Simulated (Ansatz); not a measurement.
**RbBr: LAPW beside PAW**

Does the method matter for RbBr? The same cell, functional and mesh are run with LAPW, all electrons, frozen-core PAW and datasets made for this crystal.

Method: DFT PBE, scalar-relativistic, in Ansatz 0.2.0.

## Step 1: The starting structure

Symmetry: Fm-3m, No. 225, cubic system. Conventional cell: a = 6.855 Å, b = 6.855 Å, c = 6.855 Å, α = 90.00°, β = 90.00°, γ = 90.00°. Rb (site symmetry m-3m) is surrounded by 6 Br at 3.43 Å. Br (site symmetry m-3m) has 6 Rb at 3.43 Å as nearest neighbours.

Coordinates:

```
Rb Br
1.0
     0.00000    3.42750    3.42750
     3.42750    0.00000    3.42750
     3.42750    3.42750    0.00000
Rb Br
1 1
Cartesian
  0.0000 0.0000 0.0000
  3.4275 3.4275 3.4275
```

The structure is an experimental refinement, used without relaxation.

Atoms are numbered in the order of the input: Rb1, Br2.

## Step 2: LAPW, all electrons

input.yaml

```yaml
crystal:
  lattice:
    - [0.0, 3.4275, 3.4275]
    - [3.4275, 0.0, 3.4275]
    - [3.4275, 3.4275, 0.0]
  atoms:
    - { symbol: Rb, position: [0.0, 0.0, 0.0] }
    - { symbol: Br, position: [0.5, 0.5, 0.5] }
kpoints:
  mp_grid: { grid: [6, 6, 6] }
  band_path:
    path:
      - [0.0, 0.0, 0.0]
      - [0.5, 0.0, 0.5]
      - [0.625, 0.25, 0.625]
      - [0.375, 0.375, 0.75]
      - [0.0, 0.0, 0.0]
      - [0.5, 0.5, 0.5]
      - [0.5, 0.25, 0.75]
      - [0.5, 0.0, 0.5]
    npoints: 8
scf:
  occupations: { method: fermi_dirac, width: 0.02 }
hamiltonian:
  xc: pbe
  pseudopotentials: { kind: all_electron, lapw: { basis_error: 0.001 } }
output:
  forces: true
  stress: true
  eigenvalues: true
  populations: true
  dos: { projected: true, de: 0.2, e_range: [-14, 8] }
```

## Step 3: Frozen-core PAW

Changes to input.yaml since step 2:

```diff
@@ -25,3 +25,3 @@
   xc: pbe
-  pseudopotentials: { kind: all_electron, lapw: { basis_error: 0.001 } }
+  pseudopotentials: { kind: paw }
 output:
@@ -30,3 +30,5 @@
   eigenvalues: true
+  efg: { contact_densities: true }
   populations: true
+  bader: true
   dos: { projected: true, de: 0.2, e_range: [-14, 8] }
```

## Step 4: Datasets made for this crystal

Changes to input.yaml since step 3:

```diff
@@ -25,3 +25,3 @@
   xc: pbe
-  pseudopotentials: { kind: paw }
+  pseudopotentials: { kind: all_electron, datasets: crystal }
 output:
@@ -31,4 +31 @@
   efg: { contact_densities: true }
-  populations: true
-  bader: true
-  dos: { projected: true, de: 0.2, e_range: [-14, 8] }
```

(Steps that only read results are left out.)

Q: Predict the outcome of this session. Wanted: pressure; gap; Bader charges.

As calculated:

| quantity | value |
| --- | --- |
| pressure | LAPW 0.99, PAW 0.99, crystal datasets 0.99 GPa |
| gap (LAPW) | 4.36 eV, direct at Γ |
| Bader charges (PAW) | Rb1 +0.82, Br2 -0.82 e |

What this shows: The pressure of 1.0 GPa pushes the cell to expand, with the atoms held in place. A gap opens: 4.36 eV, direct at Γ. It is the Kohn-Sham gap of a semilocal functional, which mostly lies below the gap found in experiment. The top eV of the valence band is mostly Br 4p (96 % of the projected weight). The projection holds only the free atom's occupied shells (Rb 5s, Rb 4p, Br 4p in this range). In pressure, PAW differs from LAPW by less than 0.01 GPa and less than 0.01 eV in the gap.
